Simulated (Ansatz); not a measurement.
**Copper, simple cubic under RPBE: from relaxation to bulk modulus**

Aim: take copper in the simple cubic structure, relax it, solve it on a dense k-mesh, then scale the cell to 7 volumes from 88 to 112 % of the relaxed one and try a fit of the equation of state. Spin polarisation is left out. The k-meshes are 13×13×13 for the relaxation; 21×21×21 for the dense run; 14×14×14 for the volumes.

This is Cu in the simple cubic structure; at room conditions it is fcc.

Method: DFT RPBE, plane waves (420 eV) with PAW, scalar-relativistic; PBE-made PAW files, in Ansatz 0.2.0.

### 1 Starting point

It takes space group Pm-3m (No. 221, cubic). Conventional cell: a = 2.336 Å, b = 2.336 Å, c = 2.336 Å, α = 90.00°, β = 90.00°, γ = 90.00°. Cu (site symmetry m-3m) has 6 Cu at 2.34 Å as nearest neighbours.

Structure file:

```cif
data_structure
_symmetry_space_group_name_H-M 'Pm-3m'
_symmetry_Int_Tables_number 221
_cell_length_a 2.3365
_cell_length_b 2.3365
_cell_length_c 2.3365
_cell_angle_alpha 90.000
_cell_angle_beta 90.000
_cell_angle_gamma 90.000
_cell_volume 12.75
loop_
_atom_site_label
_atom_site_type_symbol
_atom_site_symmetry_multiplicity
_atom_site_Wyckoff_symbol
_atom_site_fract_x
_atom_site_fract_y
_atom_site_fract_z
_atom_site_occupancy
Cu1 Cu 1 a 0.00000 0.00000 0.00000 1
```

### 2 Relaxing cell and atoms

input.yaml

```yaml
crystal:
  lattice:
    - [2.3364585681, 0.0, 0.0]
    - [0.0, 2.3364585681, 0.0]
    - [0.0, 0.0, 2.3364585681]
  atoms:
    - { symbol: Cu, position: [0.0, 0.0, 0.0] }
hamiltonian:
  xc: rpbe
  pseudopotentials:
    kind: paw
    azcp:
      Cu: "pseudopotentials/Cu.paw.azcp"
basis:
  ecutwfc: 420
  fft_grid_basis: typed
kpoints:
  mp_grid: { grid: [13, 13, 13], shift: [0, 0, 0] }
magnetization:
  spin_polarized: false
scf:
  occupations: { method: fermi_dirac, width: 0.1 }
relax:
  max_steps: 60
  f_tol: 0.01
  cell: {}
```

The runs that follow: Single point on a dense mesh; At 88 % of the relaxed volume; At 92 % of the relaxed volume; At 96 % of the relaxed volume; At 100 % of the relaxed volume; At 104 % of the relaxed volume; At 108 % of the relaxed volume; At 112 % of the relaxed volume.

**Question.** What will these runs give? Wanted: space group; conventional cell; volume; shortest distance; gap on the mesh; relative to fcc; V₀, B₀, B₀′.

As calculated:

```
                      quantity                         value
space group (spins left aside)               Pm-3m (No. 221)
             conventional cell                   a = 2.439 Å
                        volume                14.511 Å³/atom
             shortest distance                       2.439 Å
               gap on the mesh  none (levels filled in part)
               relative to fcc                 +447 meV/atom
                   V₀, B₀, B₀′   14.504 Å³/atom, 89 GPa, 5.0
```

What this shows: The relaxation enlarged the cell by 13.8 % in volume. It lies 447 meV/atom above the element's reference form at the same level (fcc, from a run of its own). Levels at the Fermi energy are filled in part, as in a metal. The fitted modulus is 89 GPa. The symmetry was held, so the structure may be unstable against distortions that break it.
